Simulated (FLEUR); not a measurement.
**Er under changes of volume**

One of the cells (30.953 Å³/atom); the others are scaled copies at fixed shape and fractional positions:

```
Er
1.0
    -1.97794    1.97794    1.97794
     1.97794   -1.97794    1.97794
     1.97794    1.97794   -1.97794
Er
1
Direct
  0.00000 0.00000 0.00000
```

This isn't the form of Er at room conditions, which is hcp.

* Program: FLEUR MaX-R8.1 (later development tree)
* Functional: PBE
* Potentials or basis: all-electron
* Basis: FLAPW
* Kmax: 3.8 1/bohr
* k mesh: 9 × 9 × 9
* Occupations: fermi-dirac, width 0.05 eV
* Spin: collinear spin, ferromagnetic start
* Starting moments: [3.0] μB

```csv
volume (Å³/atom),energy over the lowest point (meV/atom),moment (μB per cell)
29.096,?,?
29.715,24.48,2.22
30.334,15.83,2.21
30.953,8.79,2.20
31.572,4.09,2.19
32.191,1.29,2.18
32.810,0.00,2.18
```

Q: What does the run at 29.096 Å³/atom give?

A: Energy over the lowest point 36.23 meV/atom; moment 2.23 μB per cell.

Worked out: A Birch-Murnaghan fit of order 3 (a polynomial in V^(-2/3)) to the other rows has its minimum at 32.92 Å³/atom, just outside them, with B0 = V·E''(V) = 23 GPa (rough, since the energies scatter). It gives 35.50 meV/atom at 29.096 Å³/atom, against the run's 36.23. A straight line through the other rows of the moment, of slope -0.0138 μB per Å³/atom, extrapolates to 2.23 μB, against the run's 2.23.

Energies are extrapolated to zero smearing.

Caveats: the magnetic or orbital state may not be the lowest.
